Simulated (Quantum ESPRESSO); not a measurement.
Crystal: NbAs.

```
CELL_PARAMETERS angstrom
-1.72585 1.72585 5.84000
1.72585 -1.72585 5.84000
1.72585 1.72585 -5.84000
ATOMIC_POSITIONS crystal
Nb 0.50000 0.00000 0.50000
Nb 0.75000 0.75000 0.00000
As 0.91600 0.41600 0.50000
As 0.16600 0.16600 0.00000
```

Base run:

```yaml
Program: Quantum ESPRESSO 7.5
Functional: PBEsol
Potentials_or_basis: GBRV 1.5 PBEsol
Cutoff: 612 eV
Density_cutoff: 4898 eV
k_mesh: 11 × 11 × 11
Occupations: fermi-dirac, width 0.05 eV
Spin: no spin polarisation
```

Its results: band gap on the k mesh none (metal or under the smearing width); pressure -1.9 GPa; largest force 0.290 eV/Å.

Problem. The run is repeated on the same cell with these changes: functional from PBEsol to LDA; potentials or basis from GBRV 1.5 PBEsol to GBRV 1.5 LDA. What comes out?

Solution. Band gap on the k mesh none (metal or under the smearing width); pressure -5.0 GPa; largest force 0.278 eV/Å.

Caveats: some levels on the path didn't converge.

Not every run made on this cell is shown here.
